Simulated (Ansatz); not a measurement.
The parent structure is CoPt (space group P4/mmm, No. 123; a = 2.659 Å, c = 3.662 Å; ferromagnetic).

The values are results of DFT with PBEsol, PAW potentials and a 420 eV plane-wave cutoff in Ansatz (a program for electronic structure), no spin-orbit coupling, not measurements.

Before the change:

| Item | Result |
|---|---|
| Volume per atom | 12.95 Å³ |
| c/a ratio | 1.377 |

Now apply this change: spin polarisation is switched off and the cell is relaxed again.

### Question
What happens to the volume per atom and c/a ratio?

### Answer
The volume per atom decreases by 0.38 Å³, from 12.95 Å³ to 12.57 Å³; the c/a ratio falls by 0.023 (1.377 → 1.354).

The magnetic state is the one reached from the starting moments; the real material's order can differ, and small cells can't hold many antiferromagnetic ones. Whether these cells are dynamically stable was not tested. Spin-polarised in the final run: base; the other runs are not.
